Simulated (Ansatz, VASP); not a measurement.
**Ge: VASP beside Ansatz**

File INCAR:

```
SYSTEM = Ge
PREC = Accurate
ENCUT = 520
EDIFF = 1E-7
ISMEAR = 0
SIGMA = 0.1
LREAL = .FALSE.
LASPH = .TRUE.
NELM = 80
ALGO = Normal
ISIF = 2
LWAVE = .FALSE.
LCHARG = .TRUE.
GGA = PE
LELF = .TRUE.
LVHAR = .TRUE.
NBANDS = 13
```

The input KPOINTS:

```
regular mesh
0
G
  8 6 6
  0 0 0
```

POSCAR

```
Ge
1.0
    2.3570826300      0.0000000000      0.0000000000
    0.0000000000      2.8015058900      0.0000000000
    0.0000000000      0.0000000000      3.3219643400
Ge
1
Direct
    0.5000000000      0.5000000000      0.5000000000
```

Input for Ansatz:

```yaml
crystal:
  lattice:
    - [2.35708263, 0.0, 0.0]
    - [0.0, 2.80150589, 0.0]
    - [0.0, 0.0, 3.32196434]
  atoms:
    - { symbol: Ge, position: [0.5, 0.5, 0.5] }
basis:
  ecutwfc: 420
kpoints:
  mp_grid: { grid: [8, 6, 6] }
hamiltonian:
  xc: pbe
scf:
  occupations: { method: gaussian, width: 0.1 }
  lower_state_search: "off"
output:
  forces: true
  stress: true
  eigenvalues: true
```

Alike in both runs: task single point; functional PBE; k mesh 8 × 6 × 6; occupations gaussian, width 0.1 eV; no spin polarisation.

|  | VASP | Ansatz |
| --- | --- | --- |
| version | VASP 6.6.1 | Ansatz 0.2.0 |
| potentials or method | VASP PAW PBE potentials, release 64 (Ge_d) | scalar-relativistic, plane waves, PAW |
| plane-wave cutoff (eV) | 520 | 420 |
| valence electrons in the cell | 14 | 14 |

```csv
,VASP,Ansatz,Ansatz less VASP
gap on the k mesh at the Fermi level (eV),none,none,-
pressure (GPa),4.9,4.9,+0.08
largest component of the traceless stress (GPa),21.61,21.68,+0.075
```

A gap of «none» marks a metal or a gap that the smearing closes. The functional is the same, so the differences come from potentials, cutoffs and numerics.

Caveats: the k mesh is coarse (spacing up to 0.37 Å⁻¹), so the values aren't converged.
